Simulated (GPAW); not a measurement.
Runs of GPAW 26.7.0 on PbS (Galena). The structure is cubic, space group Fm-3m (No. 225). Conventional cell: a = 5.931 Å, b = 5.931 Å, c = 5.931 Å, α = 90.00°, β = 90.00°, γ = 90.00°. Around Pb (site symmetry m-3m) lie 6 S at 2.97 Å. Around S (site symmetry m-3m) lie 6 Pb at 2.97 Å. 

```tsv
task	level	potentials or basis	cell	k mesh	cutoff (eV)	smearing	valence bands	conduction bands	scissors	response ecut	maxiter	mesh quality	gap on the mesh (eV)	pressure (GPa)
Born charges	PBE+D4	GPAW PAW data sets (gpaw-data 1.2.1), newer versions, pw	atoms relaxed	4 × 4 × 4	510	fermi-dirac 0.01 eV	-	-	-	-	150	coarse	(a)	-0.1
Born charges	RPBE+D4	the program's PAW data sets (release 1.2.1) made for this functional, pw	atoms relaxed	4 × 4 × 4	510	fermi-dirac 0.01 eV	-	-	-	-	150	coarse	0.40	0.1
single point	LDA	the program's PAW data sets (release 1.2.1) made for this functional, pw	as given	6 × 6 × 6	450	fermi-dirac 0.05 eV	-	-	-	-	120	not flagged	0.19	-3.6
electron localisation function	RPBE	the program's PAW data sets (release 1.2.1) made for this functional, pw	as given	4 × 4 × 4	510	fermi-dirac 0.01 eV	-	-	-	-	150	coarse	0.40	4.0
```

Alike in all rows: no spin polarisation.

Estimate the missing entries.

(a) 0.31.

Caveats: some runs use coarse meshes; the cutoff is short for stress and forces, so pressures can be off by a GPa or more; spin-orbit coupling is left out, which as a rule narrows the gap of such compounds by several tenths of an eV; some modes are imaginary (some runs); the LO-TO splitting is left out (some runs).

A k mesh can miss the band edges, and the runs leave out spin-orbit coupling on Pb.
